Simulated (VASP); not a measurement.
Wanted: the native input for a VASP 6.6.1 run.

```yaml
Task: electric field gradients
Functional: PBE
Potentials_or_basis: VASP PAW PBE potentials, release 64 (Cu, Au)
Cutoff: 520 eV
k_mesh: 10 × 10 × 10
Occupations: fermi-dirac, width 0.08 eV
Spin: no spin polarisation
Dipole_correction: no
Further_INCAR_settings: ALGO = Normal; EDIFF = 1e-08; NBANDS = 30
```

The structure of Cu3Au lies in POSCAR:

```
Cu3Au
1.0
    3.7400000000      0.0000000000      0.0000000000
    0.0000000000      3.7400000000      0.0000000000
    0.0000000000      0.0000000000      3.7400000000
Cu Au
3 1
Direct
    0.0000000000      0.5000000000      0.5000000000
    0.5000000000      0.0000000000      0.5000000000
    0.5000000000      0.5000000000      0.0000000000
    0.0000000000      0.0000000000      0.0000000000
```

One way to write it, as run:

INCAR

```
SYSTEM = Cu3Au
PREC     = Accurate       ! precision mode
ENCUT    = 520            ! plane-wave cutoff, eV
EDIFF    = 1E-8           ! SCF threshold, eV
ISMEAR   = -1             ! smearing method
SIGMA    = 0.08           ! smearing width, eV
LREAL    = .FALSE.        ! projectors in reciprocal space
LASPH    = .TRUE.         ! aspherical terms in the spheres
NELM     = 100            ! most SCF steps
ALGO     = Normal         ! electronic algorithm
ISIF     = 2              ! what is computed and relaxed
LWAVE    = .FALSE.        ! write WAVECAR
LCHARG   = .FALSE.        ! write CHGCAR
GGA      = PE             ! functional
LEFG     = .TRUE.       
NBANDS   = 30             ! bands
```

KPOINTS

```
regular mesh
0
G
  10 10 10
  0 0 0
```

Potentials or basis: VASP PAW PBE potentials, release 64 (Cu, Au).

Run with:

```bash
$ cat potpaw_PBE.64/Cu/POTCAR potpaw_PBE.64/Au/POTCAR > POTCAR
$ mpirun -np 1 vasp_std > vasp.out
```

It gave:

```json
{
 "Pressure": "5.2 GPa",
 "Band gap on the k mesh": "none (metal or under the smearing width)"
}
```

It took 60 s on 1 thread of AMD EPYC 9R14 (Zen 4), with other jobs on the host, peak memory 0.18 GiB.
